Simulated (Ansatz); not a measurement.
A plane-wave DFT run in Ansatz 0.2.0 (scalar-relativistic PAW potentials unless the input names others): input and command.

```yaml
crystal:
  lattice:
    - [2.6649775421, 0.0, 0.0]
    - [-1.332488771, 2.3079382519, 0.0]
    - [0.0, 0.0, 23.527835154]
  atoms:
    - { symbol: Ru, position: [0.6666666667, 0.3333333333, 0.3612742075] }
    - { symbol: Ru, position: [0.3333333333, 0.6666666667, 0.4537580692] }
    - { symbol: Ru, position: [0.0, 0.0, 0.5462419308] }
    - { symbol: Ru, position: [0.6666666667, 0.3333333333, 0.6387257925] }
basis:
  ecutwfc: 420
kpoints:
  mp_grid: { grid: [12, 12, 1] }
hamiltonian:
  XC: pbesol
scf:
  occupations: { method: gaussian, width: 0.1 }
  max_iter: 75
output:
  forces: true
  eigenvalues: true
relax:
  adjacent_minimum: "off"
  f_tol: 0.03
  max_steps: 70
  constraints: [{ sites: [0, 1] }]
efield:
  axis: 3
  dipole_correction: true
  ramp_width: 0.04
```

```bash
ansatz run input.yaml --threads 1 --pin off --max-ram 3072MiB --backend cpu --events-out ev --progress --plain --runs-dir out
```

What will the program do with this input?

The program refuses it, because of a misspelt key (the key hamiltonian.xc typed as XC). With the key spelt rightly it is accepted.

Abridged log:
```
Error: YAML parse error: error: line 16 column 3: unknown field `XC`, expected one of xc, dispersion, noncollinear_xc, pseudopotentials, hubbard, deformation_potential_offset, integrals
  --> <input>:16:3
   |
14 |   mp_grid: { grid: [12, 12, 1] }
15 | hamiltonian:
16 |   XC: pbesol
   |   ^ unknown field `XC`, expected one of xc, dispersion, noncollinear_xc, pseudopotentials, hubbard, deformation_potential_offset, integrals
17 | scf:
18 |   occupations: { method: gaussian, width: 0.1 }
   |
```